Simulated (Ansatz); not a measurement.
# LiNbO3: the cost of one run

Method: DFT PBE, scalar-relativistic, plane waves, PAW, in Ansatz 0.2.0.

1 further run of the same task is left out (set aside as unsound or not needed).

### Step 1. The system as given

It takes space group R-3c (No. 167, trigonal). Conventional cell: a = 5.269 Å, b = 5.269 Å, c = 13.903 Å, α = 90.00°, β = 90.00°, γ = 120.00°. Li (site symmetry 32) has 3 O at 2.00 Å as nearest neighbours. Nb (site symmetry -3) has 6 O at 2.01 Å as nearest neighbours. O (site symmetry 2) has 1 Li at 2.00 Å and 2 Nb at 2.01 Å as nearest neighbours.

As a file:

```cif
data_structure
_symmetry_space_group_name_H-M 'P 1'
_symmetry_Int_Tables_number 1
_cell_length_a 5.5437
_cell_length_b 5.5437
_cell_length_c 5.5437
_cell_angle_alpha 56.753
_cell_angle_beta 56.753
_cell_angle_gamma 56.753
_cell_volume 111.44
loop_
_atom_site_label
_atom_site_type_symbol
_atom_site_fract_x
_atom_site_fract_y
_atom_site_fract_z
_atom_site_occupancy
Li1 Li 0.25000 0.25000 0.25000 1
Li2 Li 0.75000 0.75000 0.75000 1
Nb1 Nb 0.50000 0.50000 0.50000 1
Nb2 Nb 0.00000 0.00000 0.00000 1
O1 O 0.12963 0.37037 0.75000 1
O2 O 0.37037 0.75000 0.12963 1
O3 O 0.87037 0.62963 0.25000 1
O4 O 0.25000 0.87037 0.62963 1
O5 O 0.62963 0.25000 0.87037 1
O6 O 0.75000 0.12963 0.37037 1
```

This is candidate A: structure listed in a database for this formula (R-3c, No. 167).

(A quick probe on a coarse mesh, which set the mesh and smearing, is not shown.)

### Step 3. A loose first relaxation (candidate A)

Input file input.yaml:

```yaml
crystal:
  lattice:
    - [2.6347188739, 1.5211556511, 4.6343661322]
    - [-2.6347188739, 1.5211556511, 4.6343661322]
    - [0.0, -3.0423113022, 4.6343661322]
  atoms:
    - { symbol: Li, position: [0.25, 0.25, 0.25] }
    - { symbol: Li, position: [0.75, 0.75, 0.75] }
    - { symbol: Nb, position: [0.5, 0.5, 0.5] }
    - { symbol: Nb, position: [0.0, 0.0, 0.0] }
    - { symbol: O, position: [0.12963, 0.37037, 0.75] }
    - { symbol: O, position: [0.37037, 0.75, 0.12963] }
    - { symbol: O, position: [0.87037, 0.62963, 0.25] }
    - { symbol: O, position: [0.25, 0.87037, 0.62963] }
    - { symbol: O, position: [0.62963, 0.25, 0.87037] }
    - { symbol: O, position: [0.75, 0.12963, 0.37037] }
basis:
  ecutwfc: 420
kpoints:
  mp_grid: { grid: [6, 6, 6] }
hamiltonian:
  xc: pbe
scf:
  occupations: { method: gaussian, width: 0.1 }
  lower_state_search: "off"
output:
  forces: true
  stress: true
  eigenvalues: true
relax:
  adjacent_minimum: "off"
  f_tol: 0.04
  max_steps: 70
  cell: { stress_tol: 0.4 }
```

On the command line:

```bash
> ansatz run input.yaml --threads 1 --pin off --max-ram 2560MiB --backend cpu --events-out ev --progress --plain --runs-dir out
```

What time and memory should one allow on 1 thread of Intel Xeon 6975P-C (Granite Rapids), shared host?

About 17 s, with a peak of 0.53 GiB.
